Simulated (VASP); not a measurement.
# KF (Carobbiite) (Fm-3m) in VASP: further runs, part 2 of 2

VASP 6.6.1. Earlier steps stand in the parts before.

## Step 3: Relaxation of the atoms, r2SCAN (a relaxed cell with its volume scaled by 1.06)

File INCAR:

```
ALGO = Normal
EDIFF = 1E-7
EDIFFG = -0.01
ENCUT = 600
IBRION = 2
ISIF = 2
ISMEAR = 0
LASPH = T
LCHARG = F
LMIXTAU = T
LREAL = F
LWAVE = F
METAGGA = R2SCAN
NELM = 80
NSW = 40
PREC = Accurate
SIGMA = 0.03
```

File KPOINTS:

```
k-points
0
Gamma
  10 10 10
```

File POSCAR:

```
KF                                      
1.0
    0.0000000000      2.7093678545      2.7093678545
    2.7093678545      0.0000000000      2.7093678545
    2.7093678545      2.7093678545      0.0000000000
  K               F             
     1     1
Direct
     0.0000000000000000    0.0000000000000000    0.0000000000000000
     0.5000000000000000    0.5000000000000000    0.5000000000000000
```

Potentials or basis: VASP PAW PBE potentials, release 64 (K_sv, F).

Started as:

```sh
cat potpaw_PBE.64/K_sv/POTCAR potpaw_PBE.64/F/POTCAR > POTCAR
mpirun -np 1 vasp_std > vasp.out
```

Wall time 60 s (1 thread of Intel Xeon 6975P-C (Granite Rapids), shared host); peak memory 0.2 GiB.

Results (log left out):

```
Free energy             : -14.9659 eV
Pressure after relaxing : -1.8 GPa
Band gap on the k mesh  : 6.61 eV, direct
```

Final structure:
```
K F
1.0
     0.00000    2.70937    2.70937
     2.70937    0.00000    2.70937
     2.70937    2.70937    0.00000
K F
1 1
Direct
  0.00000 0.00000 0.00000
  0.50000 0.50000 0.50000
```

Levels at points of the mesh, in eV from the valence-band top:
```
           k point  band 4  band 5  band 6  band 7  band 8  band 9  band 10  band 11  band 12
(0.00, 0.00, 0.00)   -9.76   -9.76    0.00    0.00    0.00    6.61    11.34    11.34    11.34
(0.50, 0.00, 0.00)   -9.79   -9.79   -0.72   -0.30   -0.30    9.50    10.93    12.73    12.73
(0.50, 0.50, 0.00)   -9.94   -9.94   -0.22   -0.06   -0.06    8.73    10.99    12.08    14.41
```

Caveat: the relaxation stopped at its first step, so nothing moved; the PAW data sets were made with another functional, which shifts forces and pressure a little. A k mesh can miss the band edges.

## Step 4: Relaxation of cell and atoms, PBE

File INCAR:

```
ALGO = Normal
EDIFF = 1E-6
EDIFFG = -0.01
ENCUT = 600
GGA = PE
IBRION = 2
ISIF = 3
ISMEAR = 0
LASPH = True
LCHARG = False
LREAL = False
LWAVE = False
NELM = 80
NSW = 90
PREC = Accurate
SIGMA = 0.03
```

KPOINTS is that of step 3.

File POSCAR:

```
KF
1.0
    0.0000000000      2.6718500000      2.6718500000
    2.6718500000      0.0000000000      2.6718500000
    2.6718500000      2.6718500000      0.0000000000
K F
1 1
Direct
    0.0000000000      0.0000000000      0.0000000000
    0.5000000000      0.5000000000      0.5000000000
```

Started as:

```sh
cat potpaw_PBE.64/K_sv/POTCAR potpaw_PBE.64/F/POTCAR > POTCAR
mpirun -np 1 vasp_std > vasp.out
```

Run time: 37 s. Hardware: 1 thread of AMD EPYC 9R45 (Zen 5), shared host; peak memory 0.16 GiB.

Results (log left out):

| Property | Result |
| --- | --- |
| Free energy | -8.2989 eV |
| Relaxed volume | 19.92 Å³/atom |
| Relaxed cell | a = 3.833 Å, b = 3.833 Å, c = 3.833 Å, α = 60.00°, β = 60.00°, γ = 60.00° |
| Space group after relaxing (to 0.05 Å) | Fm-3m (No. 225) |
| Energy gained by relaxing | 3.5 meV/atom |
| Ionic steps | 4 |
| Pressure after relaxing | 0.0 GPa |
| Band gap on the k mesh | 5.95 eV, direct |

The path:
```csv
step,energy change (eV),largest force (eV/Å),pressure (GPa),volume (Å³)
1,0.0000,0.0000,1.41,38.15
2,-0.0057,0.0000,0.58,39.08
3,-0.0069,0.0000,-0.11,39.98
4,-0.0070,0.0000,0.00,39.83
```

Final structure:
```yaml
crystal:
  lattice:
    - [0.00000, 2.71067, 2.71067]
    - [2.71067, 0.00000, 2.71067]
    - [2.71067, 2.71067, 0.00000]
  atoms:
    - { symbol: K, position: [0.00000, 0.00000, 0.00000] }
    - { symbol: F, position: [0.50000, 0.50000, 0.50000] }
```

Levels at points of the mesh, in eV from the valence-band top:
| k point | band 6 | band 7 | band 8 | band 9 | band 10 | band 11 |
| --- | --- | --- | --- | --- | --- | --- |
| (0.00, 0.00, 0.00) | 0.00 | 0.00 | 0.00 | 5.95 | 10.56 | 10.56 |
| (0.50, 0.00, 0.00) | -0.75 | -0.31 | -0.31 | 8.89 | 10.29 | 11.87 |
| (0.50, 0.50, 0.00) | -0.23 | -0.07 | -0.07 | 8.16 | 10.06 | 11.47 |

A k mesh can miss the band edges. PBE gaps usually lie below the measured ones, often by a third to a half.

## Step 5: Relaxation of cell and atoms, PBE

This run uses another cell than the first one, of 19.92 Å³/atom, 1.044 times its volume.

INCAR: that of step 4 with these lines changed.

```diff
@@ -1,4 +1,4 @@
 ALGO = Normal
-EDIFF = 1E-6
-EDIFFG = -0.01
+EDIFF = 1E-7
+EDIFFG = -0.005
 ENCUT = 600
```

KPOINTS is that of step 4.

File POSCAR:

```
KF                                      
1.0
    0.0000000000      2.7106739233      2.7106739233
    2.7106739233      0.0000000000      2.7106739233
    2.7106739233      2.7106739233      0.0000000000
  K               F             
     1     1
Direct
     0.0000000000000000    0.0000000000000000    0.0000000000000000
     0.5000000000000000    0.5000000000000000    0.5000000000000000
```

Potentials or basis: VASP PAW PBE potentials, release 64 (K_sv, F).

Started as:

```sh
cat potpaw_PBE.64/K_sv/POTCAR potpaw_PBE.64/F/POTCAR > POTCAR
mpirun -np 1 vasp_std > vasp.out
```

OUTCAR:

```text
EDIFF = 1E-7
   EDIFFG = -0.005
   ENCUT = 600
   GGA = PE
   IBRION = 2
   ISIF = 3
   ISMEAR = 0
   LASPH = True
   LREAL = False
   NELM = 80
   NSW = 90
   PREC = Accurate

 ion  position               nearest neighbor table
   1  0.000  0.000  0.000-   2 2.71   2 2.71   2 2.71   2 2.71   2 2.71   2 2.71
   2  0.500  0.500  0.500-   1 2.71   1 2.71   1 2.71   1 2.71   1 2.71   1 2.71

  LATTYP: Found a face centered cubic cell.
 ALAT       =     5.4213478466

  Lattice vectors:

[... 550 lines left out ...]

  FORCE on cell =-STRESS in cart. coord.  units (eV):
  Direction    XX          YY          ZZ          XY          YZ          ZX
  --------------------------------------------------------------------------------------
  -------------------------------------------------------------------------------------
  Total       -0.0086651     -0.0086651     -0.0086651     -0.0000000     -0.0000000      0.0000000
  in kB       -0.3485163     -0.3485163     -0.3485163     -0.0000000     -0.0000000      0.0000000
  external PRESSURE =      -0.3485163 kB  Pullay stress =       0.0000000 kB

 VOLUME and BASIS-vectors are now :
 -----------------------------------------------------------------------------
  energy-cutoff  :      600.00
  volume of cell :       39.83
      direct lattice vectors                 reciprocal lattice vectors
     0.000000000  2.710673923  2.710673923    -0.184455974  0.184455974  0.184455974
     2.710673923  0.000000000  2.710673923     0.184455974 -0.184455974  0.184455974
     2.710673923  2.710673923  0.000000000     0.184455974  0.184455974 -0.184455974

 POSITION                                       TOTAL-FORCE (eV/Angst)
 -----------------------------------------------------------------------------------
      0.00000      0.00000      0.00000        -0.000000     -0.000000     -0.000000
      2.71067      2.71067      2.71067         0.000000      0.000000      0.000000
 -----------------------------------------------------------------------------------
    total drift:                                0.000000     -0.000000      0.000000

  FREE ENERGIE OF THE ION-ELECTRON SYSTEM (eV)
  ---------------------------------------------------
  free  energy   TOTEN  =        -8.3011522154 eV

  energy  without entropy=       -8.3011522154  energy(sigma->0) =       -8.30115222

 reached required accuracy - stopping structural energy minimisation
```

OSZICAR:

```text
N       E                     dE             d eps       ncg     rms          rms(c)
DAV:   1     0.130777047606E+03    0.13078E+03   -0.90464E+03  1128   0.143E+03
DAV:   2    -0.323969612285E+01   -0.13402E+03   -0.12113E+03  1420   0.344E+02
DAV:   3    -0.940253711225E+01   -0.61628E+01   -0.61158E+01  1444   0.699E+01
DAV:   4    -0.957555490456E+01   -0.17302E+00   -0.17284E+00  1732   0.997E+00
DAV:   5    -0.957703633270E+01   -0.14814E-02   -0.14814E-02  1440   0.104E+00    0.627E+00
DAV:   6    -0.833110122255E+01    0.12459E+01   -0.44103E+00  1252   0.180E+01    0.362E+00
DAV:   7    -0.830294842930E+01    0.28153E-01   -0.12747E-01  1544   0.317E+00    0.217E+00
DAV:   8    -0.829873148770E+01    0.42169E-02   -0.57753E-02  1236   0.284E+00    0.214E-01
DAV:   9    -0.830046434337E+01   -0.17329E-02   -0.65181E-03  1508   0.670E-01    0.120E-01
DAV:  10    -0.830103889795E+01   -0.57455E-03   -0.10397E-03  1288   0.315E-01    0.617E-02
DAV:  11    -0.830116665624E+01   -0.12776E-03   -0.42761E-04  1232   0.166E-01    0.250E-02
DAV:  12    -0.830115243770E+01    0.14219E-04   -0.90081E-05  1476   0.782E-02    0.698E-03
DAV:  13    -0.830115216706E+01    0.27064E-06   -0.55106E-06  1256   0.234E-02    0.209E-03
DAV:  14    -0.830115221541E+01   -0.48346E-07   -0.43232E-07  1404   0.622E-03
   1 F= -.83011522E+01 E0= -.83011522E+01  d E =-.830115E+01
```

It took 14 s on 1 thread of AMD EPYC 9R45 (Zen 5), shared host; peak memory 0.16 GiB.

Results:

```
Free energy             : -8.3012 eV
Pressure after relaxing : 0.0 GPa
Band gap on the k mesh  : 5.95 eV, direct
```

Final structure:
```
CELL_PARAMETERS angstrom
0.00000 2.71067 2.71067
2.71067 0.00000 2.71067
2.71067 2.71067 0.00000
ATOMIC_POSITIONS crystal
K 0.00000 0.00000 0.00000
F 0.50000 0.50000 0.50000
```

Caveat: the relaxation stopped at its first step, so nothing moved. A k mesh can miss the band edges.

## Step 6: Overview

```csv
task,level,cell,gap on the mesh (eV),pressure (GPa)
relaxation of the atoms,r2SCAN,atoms relaxed from: a relaxed cell with its volume scaled by 1.04,6.71,-1.3
relaxation of the atoms,r2SCAN,atoms relaxed from: a relaxed cell with its volume scaled by 1.06,6.61,-1.8
relaxation of cell and atoms,PBE,relaxed,5.95,0.0
```

Alike in all rows: potentials or basis VASP PAW PBE potentials, release 64 (K_sv, F); no spin polarisation; k mesh 10 × 10 × 10; cutoff (eV) 600; smearing gaussian 0.03 eV.

Caveats: the relaxation stopped at its first step, so nothing moved; the PAW data sets were made with another functional, which shifts forces and pressure a little (some runs).

Absolute energies hang on the potentials; compare differences alone.
